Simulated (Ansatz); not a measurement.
# KCl: a line through a two-coordinate scan, part 1 of 2

Aim: follow the energy of KCl (Fm-3m, No. 225; 4 atoms in the cell) along one coordinate, amplitude of mode 4 (101 cm⁻¹), with the other held at amplitude of mode 9 (139 cm⁻¹) = −0.022 Å.

Program: Ansatz 0.2.0. Level of theory: DFT PBEsol, scalar-relativistic, plane waves, PAW. These are calculated values, not measurements.

6 further runs of the same task are left out: 6 set aside as unsound or not needed.

## 1. The structure to begin with

The structure is cubic, space group Fm-3m (No. 225). Conventional cell: a = 6.241 Å, b = 6.241 Å, c = 6.241 Å, α = 90.00°, β = 90.00°, γ = 90.00°. Around K (site symmetry m-3m) lie 6 Cl at 3.12 Å. Cl (site symmetry m-3m) has 6 K at 3.12 Å as nearest neighbours.

As a file:

```xyz
2
Lattice="0.0000 3.1207 3.1207 3.1207 0.0000 3.1207 3.1207 3.1207 0.0000" Properties=species:S:1:pos:R:3 pbc="T T T"
K     0.0000    0.0000    0.0000
Cl    3.1207    3.1207    3.1207
```

It is the result of an earlier relaxation at this level (volume 30.39 Å³/atom; gap on the mesh: 5.11 eV).

## 2. The scan

The energy is mapped over two normal modes frozen in (zone-centre modes of the cell shown, which folds in the wave vector (0, 0, 1/2) of the primitive cell).

The axes are (1) amplitude of mode 4 (101 cm⁻¹), largest displacement: 11 values from −0.454 Å; (2) amplitude of mode 9 (139 cm⁻¹), largest displacement: 11 values from −0.112 Å.

Nothing else is relaxed (the cell and all other modes fixed). Energies count from the relaxed high-symmetry cell. Points are written as (first, second).

The modes come from a phonon run on the reference cell, made beforehand.

The patterns, per unit of each coordinate (Å):

| atom | x1 | y1 | z1 | x2 | y2 | z2 |
| --- | --- | --- | --- | --- | --- | --- |
| K1 | 0.778 | -0.604 | 0.174 | 0.000 | 0.907 | 0.000 |
| K2 | -0.778 | 0.604 | -0.174 | 0.000 | 0.907 | 0.000 |
| Cl3 | 0.000 | 0.000 | 0.000 | 0.000 | -1.000 | 0.000 |
| Cl4 | 0.000 | 0.000 | 0.000 | 0.000 | -1.000 | 0.000 |

## 3. Point (−0.454 Å, −0.022 Å)

Contents of input.yaml:

```yaml
crystal:
  lattice:
    - [0.0, -3.1207041401, -3.1207041401]
    - [-3.1207041401, 0.0, -3.1207041401]
    - [3.1207041401, 3.1207041401, -6.2414082803]
  atoms:
    - { symbol: K, position: [0.4170805582, 0.6115589886, 0.4983729766] }
    - { symbol: K, position: [0.0926815821, 0.8851869646, -0.0016270234] }
    - { symbol: Cl, position: [0.7446165996, 0.7517944668, 0.7517944668] }
    - { symbol: Cl, position: [0.2446165996, 0.2517944668, 0.2517944668] }
basis:
  ecutwfc: 420
kpoints:
  mp_grid: { grid: [6, 6, 6] }
hamiltonian:
  xc: pbesol
scf:
  occupations: { method: gaussian, width: 0.05 }
output:
  forces: true
  stress: true
  eigenvalues: true
```

Started as:

```bash
> ansatz run input.yaml --threads 1 --pin off --max-ram 2048MiB --backend cpu --events-out ev --progress --plain --runs-dir out
```

What it wrote, cut to the lines that bear on the results:

```text
Warning: RAYON_NUM_THREADS=1 ignored (pool sized by the plan → 1); use --threads N
[...]
Pseudopotentials: kind: paw
Pseudopotential: K, paw, valence charge 9, recommended cutoff 420 eV (normal), K.paw.azcp
Pseudopotential: Cl, paw, valence charge 7, recommended cutoff 420 eV (normal), Cl.paw.azcp
Functional definition: PBEsol
[...]
Crystal: 4 atoms, lattice volume = 121.568 Å³
Basis set: ecut = 420 eV, 2437 PW (Γ), exchange–correlation on 60×60×108 points (8 copies of the dense FFT grid, shifted against one another)
Bands: 20, of which v1, the nominal top of the filled ones, is band 16 counted from 1 (15 counted from 0)
Symmetry: 1 space group operations
Space group: P1 (ITA 1), of the structure as read, at distance tolerance 5.0e-5 Å
k-points: 112 of 216 (time reversal used)
[...]
SCF iter   1: F=—  HF=-5161.164926 eV  |F-HF|=—  |Δ(HF+E_count)|=         —  Δρ=3.19e-3  dr2=1.65e-2  ethr=1.77e-3  ⟨swp⟩=7.5  Hψ=12647  notcnv=0
[...]
SCF iter   6: F=-5161.157710 eV  HF=-5161.157710 eV  |F-HF|=2.37e-9  |Δ(HF+E_count)|=   2.14e-6  Δρ=7.80e-6  dr2=6.14e-8  ethr=3.13e-10  ⟨swp⟩=7.5  Hψ=11716  notcnv=0
[...]
SCF converged after 6 iterations
Free energy (F): -5161.157710 eV
[...]
E sigma→0 (E₀):  -5161.157710 eV
Fermi energy:    3.481895 eV
[...]
--- Forces (eV/Å), atoms counted from 1 ---
  atom   1  K      0.66370832    -0.31737435     0.08380588
  atom   2  K     -0.61626032     0.49170565    -0.07563028
  atom   3  Cl    -0.02140051    -0.18097783    -0.01154776
  atom   4  Cl    -0.02603834     0.00666534     0.00336920
[...]
--- Stress (GPa, compression-positive) ---
        3.171238       0.844850      -0.286189
        0.844850       1.779505       0.020030
       -0.286189       0.020030       0.007325
  P = ⅓ Tr σ = 1.6527 GPa (16.527 kbar)
--- Band table (eV; the first three rows and the last of 112) ---
  k-point 0: bands = ["-25.9901", "-25.9676", "-11.4891", "-11.2426", "-9.5749", "-9.5465", "-9.5391", "-9.5026", "-9.4777", "-9.1804", "-0.1547", "0.5970", "0.6496", "0.8741", "0.8981", "0.9332", "6.0306", "8.1082", "8.9301", "9.2789"]
[...]
```

It took 10 s on 1 thread of Intel Xeon 6975P-C (Granite Rapids), shared host; peak memory 0.59 GiB.

Energy on the map's scale: 325 meV.

## 4. Changing settings: xc_grid 2, ecutrho_ratio 6

Changes to input.yaml since step 3:

```diff
@@ -12,2 +12,4 @@
   ecutwfc: 420
+  xc_grid: 2
+  ecutrho_ratio: 6
 kpoints:
@@ -20,3 +22,3 @@
   forces: true
+  eigenvalues: true
   stress: true
-  eigenvalues: true
```

Started as:

```bash
> ansatz run input.yaml --threads 1 --pin off --max-ram 2048MiB --backend cpu --events-out ev --progress --plain --runs-dir out
```

What it wrote, cut to the lines that bear on the results:

```text
Warning: RAYON_NUM_THREADS=1 ignored (pool sized by the plan → 1); use --threads N
[...]
[... 4 set-up lines as earlier in the session ...]
[...]
Crystal: 4 atoms, lattice volume = 121.568 Å³
Basis set: ecut = 420 eV, 2437 PW (Γ), exchange–correlation on 80×80×128 points (8 copies of the dense FFT grid, shifted against one another)
Bands: 20, of which v1, the nominal top of the filled ones, is band 16 counted from 1 (15 counted from 0)
[... 2 set-up lines as earlier in the session ...]
k-points: 112 of 216 (time reversal used)
[...]
SCF iter   1: F=—  HF=-5161.164922 eV  |F-HF|=—  |Δ(HF+E_count)|=         —  Δρ=3.19e-3  dr2=1.65e-2  ethr=1.77e-3  ⟨swp⟩=7.5  Hψ=12647  notcnv=0
[...]
SCF iter   6: F=-5161.157710 eV  HF=-5161.157710 eV  |F-HF|=2.21e-9  |Δ(HF+E_count)|=   2.14e-6  Δρ=7.79e-6  dr2=6.12e-8  ethr=3.13e-10  ⟨swp⟩=7.5  Hψ=11717  notcnv=0
[...]
SCF converged after 6 iterations
Free energy (F): -5161.157710 eV
[...]
E sigma→0 (E₀):  -5161.157710 eV
Fermi energy:    3.481896 eV
[...]
--- Forces (eV/Å), atoms counted from 1 ---
  atom   1  K      0.66370857    -0.31737421     0.08380608
  atom   2  K     -0.61626031     0.49170543    -0.07563063
  atom   3  Cl    -0.02140048    -0.18097827    -0.01154778
  atom   4  Cl    -0.02603842     0.00666586     0.00336927
[...]
--- Stress (GPa, compression-positive) ---
        3.171244       0.844850      -0.286190
        0.844850       1.779501       0.020030
       -0.286189       0.020030       0.007328
  P = ⅓ Tr σ = 1.6527 GPa (16.527 kbar)
--- Band table (eV; the first three rows and the last of 112) ---
  k-point 0: bands = ["-25.9901", "-25.9676", "-11.4891", "-11.2426", "-9.5749", "-9.5465", "-9.5391", "-9.5026", "-9.4777", "-9.1804", "-0.1547", "0.5970", "0.6496", "0.8741", "0.8981", "0.9332", "6.0306", "8.1082", "8.9301", "9.2789"]
[...]
```

Wall time 11 s (1 thread of Intel Xeon 6975P-C (Granite Rapids), shared host); peak memory 0.64 GiB.

| run | ending | energy change | pressure (GPa) | gap (eV) | force (eV/Å) | cycles | time |
| --- | --- | --- | --- | --- | --- | --- | --- |
| step 3 | converged | 0 | 1.7 | 5.10 | 0.79 | 6 | 10 s |
| variant | converged | 0.0 meV/atom | 1.7 | 5.10 | 0.79 | 6 | 11 s |

Changing the numerical grids leaves the energy as it was (0.0 meV/atom).

## 5. Point (−0.363 Å, −0.022 Å)

Changes to input.yaml since step 3:

```diff
@@ -6,4 +6,4 @@
   atoms:
-    - { symbol: K, position: [0.4170805582, 0.6115589886, 0.4983729766] }
-    - { symbol: K, position: [0.0926815821, 0.8851869646, -0.0016270234] }
+    - { symbol: K, position: [0.4346406606, 0.5889217862, 0.4983729766] }
+    - { symbol: K, position: [0.0751214797, 0.907824167, -0.0016270234] }
     - { symbol: Cl, position: [0.7446165996, 0.7517944668, 0.7517944668] }
```

Started as:

```bash
> ansatz run input.yaml --threads 1 --pin off --max-ram 2048MiB --backend cpu --events-out ev --progress --plain --runs-dir out
```

What it wrote, cut to the lines that bear on the results:

```text
[...]
SCF converged after 6 iterations
Free energy (F): -5161.278589 eV
[...]
E sigma→0 (E₀):  -5161.278589 eV
Fermi energy:    3.490597 eV
[...]
--- Forces (eV/Å), atoms counted from 1 ---
  atom   1  K      0.48868027    -0.24901337     0.07679335
  atom   2  K     -0.46021633     0.40189078    -0.07146474
  atom   3  Cl    -0.01327088    -0.14976325    -0.00825492
  atom   4  Cl    -0.01518887    -0.00309779     0.00292364
[...]
--- Stress (GPa, compression-positive) ---
        1.999370       0.502687      -0.181446
        0.502687       1.171190       0.009734
       -0.181446       0.009734       0.013301
  P = ⅓ Tr σ = 1.0613 GPa (10.613 kbar)
--- Band table (eV; the first three rows and the last of 112) ---
  k-point 0: bands = ["-26.0043", "-25.9845", "-11.4406", "-11.2180", "-9.5681", "-9.5511", "-9.5487", "-9.5222", "-9.5080", "-9.2303", "-0.1622", "0.5971", "0.6280", "0.9003", "0.9178", "0.9390", "6.0421", "8.2003", "9.0310", "9.2660"]
[...]
```

Run time: 11 s. Hardware: 1 thread of Intel Xeon 6975P-C (Granite Rapids), shared host; peak memory 0.61 GiB.

That is 204 meV from the zero.

## 6. Grid point (−0.272 Å, −0.022 Å)

Changes to input.yaml since step 5:

```diff
@@ -6,4 +6,4 @@
   atoms:
-    - { symbol: K, position: [0.4346406606, 0.5889217862, 0.4983729766] }
-    - { symbol: K, position: [0.0751214797, 0.907824167, -0.0016270234] }
+    - { symbol: K, position: [0.452200763, 0.5662845838, 0.4983729766] }
+    - { symbol: K, position: [0.0575613773, 0.9304613694, -0.0016270234] }
     - { symbol: Cl, position: [0.7446165996, 0.7517944668, 0.7517944668] }
@@ -22 +22,5 @@
   eigenvalues: true
+  write_density: true
+  write_potential: true
+  elf: true
+  volumetric_format: npy
```

Started as:

```bash
> ansatz run input.yaml --threads 1 --pin off --max-ram 2048MiB --backend cpu --events-out ev --progress --plain --runs-dir out
```

What it wrote, cut to the lines that bear on the results:

```text
Warning: RAYON_NUM_THREADS=1 ignored (pool sized by the plan → 1); use --threads N
[...]
[... 4 set-up lines as earlier in the session ...]
[...]
Crystal: 4 atoms, lattice volume = 121.568 Å³
Basis set: ecut = 420 eV, 2437 PW (Γ), exchange–correlation on 60×60×108 points (8 copies of the dense FFT grid, shifted against one another)
Bands: 20, of which v1, the nominal top of the filled ones, is band 16 counted from 1 (15 counted from 0)
[... 2 set-up lines as earlier in the session ...]
k-points: 112 of 216 (time reversal used)
[...]
SCF iter   1: F=—  HF=-5161.376350 eV  |F-HF|=—  |Δ(HF+E_count)|=         —  Δρ=3.25e-3  dr2=1.72e-2  ethr=1.77e-3  ⟨swp⟩=7.8  Hψ=12711  notcnv=0
[...]
SCF iter   7: F=-5161.368845 eV  HF=-5161.368845 eV  |F-HF|=4.11e-10  |Δ(HF+E_count)|=  2.36e-10  Δρ=1.86e-6  dr2=5.05e-9  ethr=3.13e-10  ⟨swp⟩=9.2  Hψ=14804  notcnv=0
[...]
SCF converged after 7 iterations
Free energy (F): -5161.368845 eV
[...]
E sigma→0 (E₀):  -5161.368845 eV
Fermi energy:    3.497068 eV
[...]
--- Forces (eV/Å), atoms counted from 1 ---
  atom   1  K      0.34179942    -0.17632874     0.06299641
  atom   2  K     -0.32662463     0.31201736    -0.05996104
  atom   3  Cl    -0.00731081    -0.12174160    -0.00550865
  atom   4  Cl    -0.00786431    -0.01394021     0.00247091
[...]
--- Stress (GPa, compression-positive) ---
        1.115701       0.265958      -0.101395
        0.265958       0.692158       0.003967
       -0.101395       0.003967       0.016293
  P = ⅓ Tr σ = 0.6081 GPa (6.081 kbar)
--- Band table (eV; the first three rows and the last of 112) ---
  k-point 0: bands = ["-26.0153", "-25.9981", "-11.4046", "-11.1969", "-9.5638", "-9.5569", "-9.5547", "-9.5381", "-9.5328", "-9.2657", "-0.1681", "0.5973", "0.6136", "0.9222", "0.9330", "0.9444", "6.0498", "8.2876", "9.1183", "9.2549"]
[...]
```

Run time: 14 s. Hardware: 1 thread of Intel Xeon 6975P-C (Granite Rapids), shared host; peak memory 0.61 GiB.

Density in a lattice plane of the grid's cell (edges 4.41 and 7.64 Å, at 0.252 of the third edge), which holds Cl.

Ten even steps from ' ' (0.01 e/Å³) to '@' (1.72 e/Å³):
```
                            
                            
                            
                            
                            
                            
                            
                            
                            
                            
                            
  ..::::..                  
..==**##++--..              
::##@@##@@##--..            
::**@@..--@@++::            
..--%%@@%%@@**::            
  ..--++##**--..            
      ..::....              
                            
                            
```
Columns run along the first of these edges and rows up along the second, over one cell in 14 and 20 even steps from the bottom left corner. Atoms in the plane (fractional): Cl at (0.24, 0.25).

ELF in the same plane.

Values, 12 rows by 6 columns:
```
0.15 0.02 0.01 0.01 0.01 0.09
0.02 0.01 0.01 0.03 0.01 0.02
0.06 0.02 0.02 0.06 0.03 0.02
0.03 0.01 0.01 0.02 0.02 0.01
0.01 0.01 0.02 0.16 0.12 0.01
0.09 0.18 0.02 0.23 0.34 0.02
0.61 0.77 0.52 0.03 0.08 0.03
0.83 0.85 0.87 0.53 0.01 0.14
0.82 0.61 0.67 0.80 0.11 0.13
0.56 0.87 0.85 0.80 0.12 0.02
0.03 0.53 0.76 0.56 0.02 0.06
0.20 0.02 0.15 0.07 0.02 0.28
```
Columns run along the first of these edges and rows up along the second, over one cell in 6 and 12 even steps from the bottom left corner. Atoms in the plane (fractional): Cl at (0.24, 0.25).

Both are smooth fields of the valence electrons: close to the nuclei they are not physical.

Maxima of ELF outside the ion cores: 0.88 in the shell around Cl, 0.8 Å from Cl.

On the map this point reads 113 meV.

(Continued in part 2 of 2.)
